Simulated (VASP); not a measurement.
# InAs (F-43m) in VASP: notebook, part 2 of 2

VASP 6.6.1.

**5. Single point, PBE**

This run uses another cell than the first one, of 29.60 Å³/atom, 1.092 times its volume.

INCAR

```
SYSTEM = InAs
PREC = Accurate
ENCUT = 520
EDIFF = 1E-7
ISMEAR = 0
SIGMA = 0.15
LREAL = .FALSE.
LASPH = .TRUE.
NELM = 80
ALGO = Normal
ISIF = 2
LWAVE = .FALSE.
LCHARG = .TRUE.
GGA = PE
LELF = .TRUE.
LVHAR = .TRUE.
NBANDS = 16
```

KPOINTS

```
Automatic mesh
0
G
  10 10 10
  0 0 0
```

POSCAR

```
InAs
1.0
    0.0000000000      3.0933796584      3.0933796584
    3.0933796584      0.0000000000      3.0933796584
    3.0933796584      3.0933796584      0.0000000000
In As
1 1
Direct
    0.0000000000      0.0000000000      0.0000000000
    0.7500000000      0.7500000000      0.7500000000
```

Potentials or basis: VASP PAW PBE potentials, release 64 (In_d, As).

On the command line:

```console
> cat potpaw_PBE.64/In_d/POTCAR potpaw_PBE.64/As/POTCAR > POTCAR
> mpirun -np 1 vasp_std > vasp.out
```

OUTCAR:

```text
SYSTEM = InAs
   PREC = Accurate
   ENCUT = 520
   EDIFF = 1E-7
   ISMEAR = 0
   LREAL = .FALSE.
   LASPH = .TRUE.
   NELM = 80
   ISIF = 2
   GGA = PE

 ion  position               nearest neighbor table
   1  0.000  0.000  0.000-   2 2.68   2 2.68   2 2.68   2 2.68
   2  0.750  0.750  0.750-   1 2.68   1 2.68   1 2.68   1 2.68

  LATTYP: Found a face centered cubic cell.
 ALAT       =     6.1867593168

  Lattice vectors:

 A1 = (   0.0000000000,   3.0933796584,   3.0933796584)
 A2 = (   3.0933796584,   0.0000000000,   3.0933796584)
 A3 = (   3.0933796584,   3.0933796584,   0.0000000000)

Analysis of symmetry for initial positions (statically):
=====================================================================
 Subroutine PRICEL returns:
 Original cell was already a primitive cell.

 Routine SETGRP: Setting up the symmetry group for a
 face centered cubic supercell.

 Subroutine GETGRP returns: Found 24 space group operations
 (whereof 24 operations were pure point group operations)
 out of a pool of 48 trial point group operations.

The static configuration has the point symmetry T_d .

Analysis of symmetry for dynamics (positions and initial velocities):
=====================================================================
 Subroutine PRICEL returns:
 Original cell was already a primitive cell.

 Routine SETGRP: Setting up the symmetry group for a
 face centered cubic supercell.

 Subroutine GETGRP returns: Found 24 space group operations
 (whereof 24 operations were pure point group operations)
 out of a pool of 48 trial point group operations.

The dynamic configuration has the point symmetry T_d .

 Subroutine INISYM returns: Found 24 space group operations
 (whereof 24 operations are pure point group operations),
 and found     1 'primitive' translations

----------------------------------------------------------------------------------------

[... 105 lines left out ...]
   EMIN   =  10.00;   EMAX   =-10.00  energy-range for DOS
   EFERMI =   0.00;   METHOD = LEGACY
   ISMEAR =     0;   SIGMA  =   0.15  broadening in eV -4-tet -1-fermi 0-gaus
   EFERMI_NEDOS =   21; number of points for ismear=-14 and -15
   IALGO  =     38    algorithm
   IMIX   =      4    mixing-type and parameters
     AMIX     =   0.40;   BMIX     =  1.00
     AMIX_MAG =   1.60;   BMIX_MAG =  1.00
  volume/ion in A,a.u.               =      29.60       199.75
  Fermi-wavevector in a.u.,A,eV,Ry     =   1.100836  2.080278 16.488069  1.211839
  Thomas-Fermi vector in A             =   2.237253
   LORBIT       =      0    0 simple, 1 ext, 2 COOP (PROOUT), +10 PAW based schemes
   GGA     = PE    functional components
   LHFCALC =     F    Hartree Fock is set to
   AEXX    =    0.0000 exact exchange contribution
   IVDW    =     0    specifies the selected vdW correction
   LEPSILON=     F    determine dielectric tensor
   LRPA    =     F    only Hartree local field effects (RPA)
 non-spin polarized calculation
 Gauss-broadening in eV      SIGMA  =   0.15
  energy-cutoff  :      520.00
  volume of cell :       59.20
 maximum number of plane-waves:      1639
 NGX is ok and might be reduce to    36
   NGX = 17   NGY = 17   NGZ = 17

 number of electron      17.9999997 magnetization

 Free energy of the ion-electron system (eV)
  ---------------------------------------------------
  ext. energy  EPLUGINS =         0.00000000
  ---------------------------------------------------
  free energy    TOTEN  =        -7.71924253 eV

  energy without entropy =       -7.71882553  energy(sigma->0) =       -7.71903403

 E-fermi :   3.9414     XC(G=0):  -8.7955

 val. band max:        3.8401015669   @ k =   0.0000   0.0000   0.0000
 cond. band min:       4.5856018904   @ k =   0.1000   0.0000   0.0000
 fundamental gap:      0.7455003236
 Fermi energy:         3.9414472749

 k-point     1 :       0.0000    0.0000    0.0000
  band No.  band energies     occupation
      1     -10.4273      2.00000
      2     -10.4273      2.00000
      3     -10.4273      2.00000
      4     -10.3276      2.00000
      5     -10.3276      2.00000
      6      -7.6007      2.00000
[... 433 lines left out ...]
      3     -10.3787      2.00000
      4     -10.3471      2.00000
      5     -10.3139      2.00000
      6      -6.3283      2.00000
[... 8 lines left out ...]
     15      14.7097      0.00000
     16      15.4765      0.00000

 [... further k-points ...]
[... 5 lines left out ...]
  --------------------------------------------------------------------------------------
  -------------------------------------------------------------------------------------
  Total        0.0152172      0.0152172      0.0152172      0.0000000      0.0000000      0.0000000
  in kB        0.4118267      0.4118267      0.4118267      0.0000000      0.0000000      0.0000000
  external PRESSURE =       0.4118267 kB  Pullay stress =       0.0000000 kB

 VOLUME and BASIS-vectors are now :
 -----------------------------------------------------------------------------
  energy-cutoff  :      520.00
  volume of cell :       59.20
      direct lattice vectors                 reciprocal lattice vectors
     0.000000000  3.093379658  3.093379658    -0.161635510  0.161635510  0.161635510
     3.093379658  0.000000000  3.093379658     0.161635510 -0.161635510  0.161635510
     3.093379658  3.093379658  0.000000000     0.161635510  0.161635510 -0.161635510

 POSITION                                       TOTAL-FORCE (eV/Angst)
 -----------------------------------------------------------------------------------
      0.00000      0.00000      0.00000         0.000000      0.000000      0.000000
      4.64007      4.64007      4.64007        -0.000000     -0.000000     -0.000000
 -----------------------------------------------------------------------------------
    total drift:                                0.000000      0.000000      0.000000

  FREE ENERGIE OF THE ION-ELECTRON SYSTEM (eV)
  ---------------------------------------------------
  free  energy   TOTEN  =        -7.7192425327 eV

  energy  without entropy=       -7.7188255323  energy(sigma->0) =       -7.71903403
```

OSZICAR:

```text
N       E                     dE             d eps       ncg     rms          rms(c)
DAV:   1     0.112470425363E+03    0.11247E+03   -0.82921E+03  1528   0.120E+03
DAV:   2    -0.478546890754E-01   -0.11252E+03   -0.10772E+03  1600   0.293E+02
DAV:   3    -0.776283341750E+01   -0.77150E+01   -0.76734E+01  1968   0.761E+01
DAV:   4    -0.796412980224E+01   -0.20130E+00   -0.20125E+00  1800   0.136E+01
DAV:   5    -0.797411279870E+01   -0.99830E-02   -0.99828E-02  2272   0.263E+00    0.405E+00
DAV:   6    -0.773658155822E+01    0.23753E+00   -0.36944E-01  2376   0.953E+00    0.225E+00
DAV:   7    -0.771706492858E+01    0.19517E-01   -0.10289E-01  2024   0.264E+00    0.704E-01
DAV:   8    -0.771840373681E+01   -0.13388E-02   -0.11638E-02  1848   0.120E+00    0.156E-01
DAV:   9    -0.771903572757E+01   -0.63199E-03   -0.93907E-04  1888   0.275E-01    0.946E-02
DAV:  10    -0.771919090735E+01   -0.15518E-03   -0.16718E-04  1896   0.163E-01    0.513E-02
DAV:  11    -0.771924130488E+01   -0.50398E-04   -0.11152E-04  1760   0.102E-01    0.323E-02
DAV:  12    -0.771924186208E+01   -0.55719E-06   -0.50734E-06  1776   0.208E-02    0.765E-03
DAV:  13    -0.771924228828E+01   -0.42620E-06   -0.17530E-06  1888   0.728E-03    0.330E-03
DAV:  14    -0.771924241074E+01   -0.12246E-06   -0.95234E-08  1688   0.264E-03    0.114E-03
DAV:  15    -0.771924251292E+01   -0.10218E-06   -0.12372E-08  1112   0.832E-04    0.807E-04
DAV:  16    -0.771924253266E+01   -0.19740E-07   -0.46581E-09   856   0.631E-04
   1 F= -.77192425E+01 E0= -.77190340E+01  d E =-.417000E-03
```

It took 73 s on 1 thread of Intel Xeon 6975P-C, shared host; peak memory 0.22 GiB.

What came out:

```yaml
Free_energy: -7.7192 eV
Pressure: 0.0 GPa
Band_gap_on_the_k_mesh: zero (filled and empty bands touch)
```

Levels at points of the mesh, in eV from the Fermi level:
```tsv
k point	band 7	band 8	band 9	band 10	band 11	band 12
(0.00, 0.00, 0.00)	-0.64	-0.10	-0.10	-0.10	3.77	3.77
(0.50, 0.00, 0.00)	-5.53	-0.99	-0.99	0.71	4.53	4.53
(0.50, 0.50, 0.00)	-5.66	-2.20	-2.20	1.55	1.94	8.65
```

Caveat: spin-orbit coupling is left out, which moves the levels of the heavy elements.

**6. Summary**

```csv
level,cell,k mesh,smearing,gap on the mesh (eV),pressure (GPa)
PBE,"a = 4.248 Å, angles 60.0°, 2 atoms",12 × 12 × 12,gaussian 0.1 eV,none,5.3
PBE,"a = 4.490 Å, angles 60.0°, 2 atoms",12 × 12 × 12,gaussian 0.1 eV,none,-3.1
r2SCAN,"a = 4.406 Å, angles 60.0°, 2 atoms",12 × 12 × 12,gaussian 0.1 eV,none,-3.0
PBE,"a = 4.375 Å, angles 60.0°, 2 atoms",10 × 10 × 10,gaussian 0.15 eV,none,0.0
```

Alike in all rows: task single point; potentials or basis VASP PAW PBE potentials, release 64 (In_d, As); no spin polarisation; cutoff (eV) 520.

Caveats: spin-orbit coupling is left out, which moves the levels of the heavy elements; the PAW data sets were made with another functional, which shifts forces and pressure a little (some runs).

Absolute energies hang on the potentials; compare differences alone.

**7. How close it comes**

Step 5. Against the measured gap of InAs, 0.418 eV (direct; 4.2 K; a printed reference work, data compilation), the calculated 0.00 eV is off by -0.42 eV. Spin-orbit coupling on As, In is left out. The value is that of PBE on a finite k mesh, which can miss the band edges, without temperature or zero-point motion. Semilocal functionals fall short of measured gaps as a rule.
